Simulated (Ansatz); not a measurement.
# In: the cost of one run

Computed with Ansatz 0.2.0 (DFT PBE, scalar-relativistic, unless a step's input says otherwise).

## (1) Starting point

Symmetry: R-3m, No. 166, trigonal system. Conventional cell: a = 3.339 Å, b = 3.339 Å, c = 24.622 Å, α = 90.00°, β = 90.00°, γ = 120.00°. In (site symmetry -3m) has 12 In at 3.34 to 3.35 Å as nearest neighbours. In (site symmetry 3m) has 12 In at 3.34 to 3.35 Å as nearest neighbours.

As a file:

```
In
1.0
     1.66964    0.96397    8.20746
    -1.66964    0.96397    8.20746
     0.00000   -1.92793    8.20746
In
3
Direct
  0.00000 0.00000 0.00000
  0.77801 0.77801 0.77801
  0.22199 0.22199 0.22199
```

Atoms are numbered in the order of the input: In1, In2, In3.

## (2) After the deformation

Space group R-3m before, R-3m after.

## (3) Full-potential LAPW

input.yaml

```yaml
crystal:
  lattice:
    - [1.6195477121, 0.9350463075, 8.20746325]
    - [-1.6195477121, 0.9350463075, 8.20746325]
    - [0.0, -1.8700926151, 8.20746325]
  atoms:
    - { symbol: In, position: [0.0, 0.0, 0.0] }
    - { symbol: In, position: [0.77801224, 0.77801224, 0.77801224] }
    - { symbol: In, position: [0.22198776, 0.22198776, 0.22198776] }
kpoints:
  mp_grid: { grid: [14, 14, 14] }
  band_path:
    path:
      - [0.0, 0.0, 0.0]
      - [0.5, 0.5, 0.5]
      - [0.8246805249, 0.1753194751, 0.5]
      - [0.5, -0.1753194751, 0.1753194751]
      - [0.5, 0.0, 0.0]
      - [0.0, 0.0, 0.0]
      - [0.3376597375, -0.3376597375, 0.0]
      - [0.6623402625, 0.0, 0.3376597375]
      - [0.5, 0.0, 0.5]
    npoints: 5
scf:
  occupations: { method: fermi_dirac, width: 0.05 }
hamiltonian:
  xc: pbe
  pseudopotentials: { kind: all_electron, lapw: { basis_error: 0.0005 } }
output:
  forces: true
  stress: true
  eigenvalues: true
```

Command:

```
$ ansatz run input.yaml --threads 1 --pin off --max-ram 6144MiB --backend cpu --events-out ev --progress --plain --runs-dir out
```

What time and memory should one allow on 1 thread of Intel Xeon Platinum 8488C (Sapphire Rapids), shared host?

About 1.7 min, with a peak of 1.3 GiB.
